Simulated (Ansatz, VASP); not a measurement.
**K in VASP and in Ansatz**

The input INCAR:

```
SYSTEM = K
PREC = Accurate ; ENCUT = 520
EDIFF = 1E-7 ; ISMEAR = 0
SIGMA = 0.1 ; LREAL = .False.
LASPH = .True. ; NELM = 80
ALGO = Normal ; ISIF = 2
LWAVE = .False. ; LCHARG = .True.
GGA = PS ; LELF = .True.
LVHAR = .True. ; NBANDS = 10
```

KPOINTS

```
Automatic mesh
0
Gamma
  12 12 12
  0 0 0
```

Contents of POSCAR:

```
K
1.0
   -2.5861093068      2.5861093068      2.5861093068
    2.5861093068     -2.5861093068      2.5861093068
    2.5861093068      2.5861093068     -2.5861093068
K
1
Direct
    0.0000000000      0.0000000000      0.0000000000
```

Input for Ansatz:

```yaml
crystal:
  lattice:
    - [-2.5861093068, 2.5861093068, 2.5861093068]
    - [2.5861093068, -2.5861093068, 2.5861093068]
    - [2.5861093068, 2.5861093068, -2.5861093068]
  atoms:
    - { symbol: K, position: [0.0, 0.0, 0.0] }
basis:
  ecutwfc: 420
kpoints:
  mp_grid: { grid: [12, 12, 12] }
hamiltonian:
  xc: pbesol
scf:
  occupations: { method: gaussian, width: 0.1 }
output:
  forces: true
  stress: true
  eigenvalues: true
```

Alike in both runs: task single point; functional PBEsol; k mesh 12 × 12 × 12; occupations gaussian, width 0.1 eV; no spin polarisation.

```csv
,VASP,Ansatz
version,VASP 6.6.1,Ansatz 0.2.0
potentials or method,"VASP PAW PBE potentials, release 64 (K_sv)","scalar-relativistic, plane waves, PAW"
plane-wave cutoff (eV),520,420
valence electrons in the cell,9,9
```

```tsv
	VASP	Ansatz	Ansatz less VASP
gap on the k mesh at the Fermi level (eV)	none	none	-
pressure (GPa)	0.1	0.1	+0.01
```

A gap of «none» marks a metal or a gap that the smearing closes.

Caveats: the PAW data sets were made with another functional, which shifts forces and pressure a little (VASP).
